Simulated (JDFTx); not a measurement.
The system is MgO.

```
Mg O
1.0
     0.00000    2.09700    2.09700
     2.09700    0.00000    2.09700
     2.09700    2.09700    0.00000
Mg O
1 1
Cartesian
  0.0000 0.0000 0.0000
  2.0970 2.0970 2.0970
```

The cell is a database's computed one.

Program: JDFTx 1.7.0 (patched build). Alike in all runs: task single point; no spin polarisation; cell as given.

Order these runs on this cell by their band gap on the k mesh, lowest first.
A. level r2SCAN; potentials or basis SG15-PBE-1.2; k mesh 11 × 11 × 11; cutoff (eV) 1088; smearing fermi-dirac 0.05 eV; mesh quality not flagged
B. level TASK; potentials or basis SG15-PBE-1.2; k mesh 11 × 11 × 11; cutoff (eV) 1088; smearing fermi-dirac 0.05 eV; mesh quality not flagged
C. level GLLB-SC; potentials or basis PseudoDojo-SR-PBE-0.5-standard; k mesh 11 × 11 × 11; cutoff (eV) 1143; smearing fixed; SCF threshold on the residual 1e-05; mesh quality not flagged
D. level PBE; potentials or basis PseudoDojo-SR-PBE-0.5-standard; k mesh 4 × 4 × 4; cutoff (eV) 1143; smearing fermi-dirac 0.05 eV; mesh quality coarse
E. level BLYP; potentials or basis PseudoDojo-SR-PBE-0.5-standard; k mesh 11 × 11 × 11; cutoff (eV) 1143; smearing fermi-dirac 0.05 eV; mesh quality not flagged

D (4.89 eV), E (5.13 eV), A (5.66 eV), C (6.50 eV), B (7.23 eV).

Caveats: some runs use coarse meshes; the gap lacks the derivative discontinuity (some runs); a model potential gives levels but no total energy (some runs); an odd mesh through Γ misses points on the zone boundary, where band edges often lie (some runs).

A k mesh can miss the band edges, odd and even meshes differently.
